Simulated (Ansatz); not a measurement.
# C: the cost of one run

Program: Ansatz 0.2.0. Level of theory: DFT PBE, scalar-relativistic, plane waves, PAW. These are calculated values, not measurements.

## (1) The starting structure

The cell holds 16 atoms (C16): a = 5.470 Å, b = 5.191 Å, c = 5.355 Å, α = 88.84°, β = 88.99°, γ = 90.17°.

It is the last frame of an earlier stage of the same melt, run at 4320 K.

Coordinates:

```
CELL_PARAMETERS angstrom
5.46967 -0.00803 0.04769
-0.00803 5.19101 0.05356
0.04769 0.05356 5.35439
ATOMIC_POSITIONS crystal
C 0.63676 0.43132 0.67493
C 0.04468 0.76183 0.14757
C 0.16945 0.18932 0.53967
C 0.36724 0.16631 0.41112
C 0.87368 0.81462 0.61238
C 0.89226 0.81916 0.33958
C 0.87766 0.53944 0.70470
C 0.48560 0.62931 0.24265
C 0.19022 0.36890 0.08101
C 0.37505 0.21665 0.13540
C 0.66448 0.07011 0.74060
C 0.10502 0.34844 0.71794
C 0.53655 0.47394 0.43662
C 0.63956 0.89478 0.18592
C 0.50243 0.02186 0.98135
C 0.27310 0.60603 0.15928
```

## (2) Dynamics at 2400 K

One k point, a Fermi-Dirac width of 0.207 eV and a fixed cell.

input.yaml reads:

```yaml
crystal:
  lattice:
    - [5.469672, -0.008032, 0.047687]
    - [-0.008032, 5.191013, 0.053558]
    - [0.047687, 0.053558, 5.354389]
  atoms:
    - { symbol: C, position: [0.636763189, 0.4313247447, 0.6749314893] }
    - { symbol: C, position: [0.0446796449, 0.7618276519, 0.1475718984] }
    - { symbol: C, position: [0.1694536294, 0.1893152751, 0.5396692696] }
    - { symbol: C, position: [0.3672352443, 0.1663146723, 0.4111215181] }
    - { symbol: C, position: [0.8736770939, 0.8146234417, 0.6123760676] }
    - { symbol: C, position: [0.8922599021, 0.8191605382, 0.3395848956] }
    - { symbol: C, position: [0.877656425, 0.5394400532, 0.7047037962] }
    - { symbol: C, position: [0.4856048042, 0.6293073536, 0.2426532578] }
    - { symbol: C, position: [0.1902246162, 0.3688970953, 0.0810073387] }
    - { symbol: C, position: [0.3750521365, 0.2166504024, 0.1354047954] }
    - { symbol: C, position: [0.6644790239, 0.0701055909, 0.7406004264] }
    - { symbol: C, position: [0.1050207883, 0.3484382521, 0.717937064] }
    - { symbol: C, position: [0.5365501862, 0.4739446918, 0.4366240573] }
    - { symbol: C, position: [0.6395609371, 0.8947805149, 0.1859237623] }
    - { symbol: C, position: [0.5024258739, 0.0218563136, 0.9813477438] }
    - { symbol: C, position: [0.2730981461, 0.6060338933, 0.1592773105] }
  symmetry: { detect: false }
basis:
  ecutwfc: 420
kpoints:
  mp_grid: { grid: [1, 1, 1], shift: [0.25, 0.25, 0.25] }
hamiltonian:
  xc: pbe
scf:
  occupations: { method: fermi_dirac, width: 0.2068 }
  lower_state_search: "off"
  convergence: { dr2_threshold: 1.0e-06 }
output:
  forces: true
  stress: true
md:
  timestep: 2.0
  n_steps: 250
  ensemble: nvt_langevin
  friction: 0.03
  temperature: 2400.0
  initial_velocities: maxwell_boltzmann
  seed: 38705
```

The run is started by

```bash
ansatz run input.yaml --threads 2 --pin off --max-ram 5120MiB --backend cpu --events-out ev --progress --plain --runs-dir out
```

What time and memory should one allow on 2 threads of Arm Neoverse N1, shared host?

About 4.5 min, with a peak of 0.3 GiB.
